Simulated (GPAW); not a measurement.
CsSnI3: single point with TB-mBJ

The system is CsSnI3.

```
Cs I Sn
1.0
     6.20570    0.00000    0.00000
     0.00000    6.20570    0.00000
     0.00000    0.00000    6.20570
Cs I Sn
1 3 1
Direct
  0.00000 0.00000 0.00000
  0.50000 0.50000 0.00000
  0.50000 0.00000 0.50000
  0.00000 0.50000 0.50000
  0.50000 0.50000 0.50000
```

```yaml
Program: GPAW 26.7.0
Task: single point
Functional: TB-mBJ
Potentials_or_basis: GPAW PAW data sets for LDA (gpaw-data 1.2.1)
Cutoff: 600 eV
Basis: pw
k_mesh: 6 × 6 × 6
Occupations: fermi-dirac, width 0.05 eV
Spin: no spin polarisation
```

- Band gap on the k mesh: 0.56 eV, direct

Levels at points of the mesh, in eV from the valence-band top:
```csv
k point,band 20,band 21,band 22,band 23,band 24,band 25
"(0.00, 0.00, 0.00)",-2.55,-2.55,-2.55,3.35,3.84,3.84
"(0.50, 0.00, 0.00)",-2.65,-2.65,-1.81,1.28,4.50,4.50
"(0.50, 0.50, 0.00)",-2.94,-2.17,-0.89,0.95,0.95,4.12
"(0.50, 0.50, 0.50)",-2.16,-2.16,0.00,0.56,0.56,0.56
```

Run time: 4.4 min on 1 thread of Arm Neoverse V2, with other jobs on the host, peak memory 0.56 GiB.

Caveat: a model potential gives levels but no total energy; spin-orbit coupling is left out, which moves the levels of the heavy elements; the cell was measured hot, at 500 K. A k mesh can miss the band edges.
